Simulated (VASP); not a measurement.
Here is a VASP 6.6.1 calculation.

The input INCAR:

```
SYSTEM = Li2S
PREC = Accurate
ENCUT = 520
EDIFF = 1E-6
ISMEAR = 0
SIGMA = 0.02
LREAL = .FALSE.
LASPH = .TRUE.
NELM = 100
ALGO = Normal
ISIF = 2
LWAVE = .FALSE.
LCHARG = .FALSE.
GGA = PE
NBANDS = 13
```

Contents of KPOINTS:

```
regular mesh
0
G
  8 8 8
  0 0 0
```

File POSCAR:

```
Li2S
1.0
    0.0000000000      2.8526849131      2.8526849131
    2.8526849131      0.0000000000      2.8526849131
    2.8526849131      2.8526849131      0.0000000000
Li S
2 1
Direct
    0.7500000000      0.7500000000      0.7500000000
    0.2500000000      0.2500000000      0.2500000000
    0.0000000000      0.0000000000      0.0000000000
```

Potentials or basis: VASP PAW PBE potentials, release 64 (Li_sv, S).

The run is started by

```sh
$ cat potpaw_PBE.64/Li_sv/POTCAR potpaw_PBE.64/S/POTCAR > POTCAR
$ mpirun -np 1 vasp_std > vasp.out
```

**Question.** What does it give for the band gap on the k mesh?

**Answer.** 3.39 eV, indirect (least direct gap 4.26 eV).

 A k mesh can miss the band edges.
